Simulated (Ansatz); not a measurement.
Theory: DFT PBE, scalar-relativistic, plane waves, PAW (Ansatz). All cells share a 420 eV cutoff and Γ-centred k meshes spaced about 0.3 Å⁻¹ or finer (0.25 for metals, 2π included). No spin polarisation.

All energies are static (0 K, no zero-point motion).

Compare these two cells of Hf5C3, each relaxed at this level.

1.

```
CELL_PARAMETERS angstrom
1.65115 0.95329 13.17878
-1.65115 0.95329 13.17878
0.00000 -1.90658 13.17878
ATOMIC_POSITIONS crystal
Hf 0.80206 0.80206 0.80206
Hf 0.19794 0.19794 0.19794
Hf 0.00000 0.00000 0.00000
Hf 0.39800 0.39800 0.39800
Hf 0.60200 0.60200 0.60200
C 0.50000 0.50000 0.50000
C 0.29846 0.29846 0.29846
C 0.70154 0.70154 0.70154
```

2.

```
CELL_PARAMETERS angstrom
1.64497 0.94972 13.15372
-1.64497 0.94972 13.15372
0.00000 -1.89945 13.15372
ATOMIC_POSITIONS crystal
Hf 0.80033 0.80033 0.80033
Hf 0.40069 0.40069 0.40069
Hf 0.19967 0.19967 0.19967
Hf 0.59931 0.59931 0.59931
Hf 0.00000 0.00000 0.00000
C 0.09756 0.09756 0.09756
C 0.50000 0.50000 0.50000
C 0.90243 0.90243 0.90243
```

**Question.** Which is lower in energy, and by how much?

**Answer.** Cell 1 is lower, by 40 meV/atom. Cell 1 has space group R-3m (No. 166), 15.6 Å³/atom and no gap on its mesh; cell 2 has space group R-3m (No. 166), 15.4 Å³/atom and no gap. Counting C atoms around Hf (those within 1.25 times the shortest such distance or 1.15 times the sum of covalent radii, 1.27 where that leaves under three; the shortest distance is added where it exceeds 1.18 times the sum of covalent radii; a slash parts the counts of unlike sites), cell 1 has Hf 3/6 and cell 2 has Hf 2 from 3.9 Å/3/6. Both come from trial cells of a structure search.

These runs have no spin–orbit coupling, which can matter for Hf. Cells relaxed within their symmetry can be saddle points.
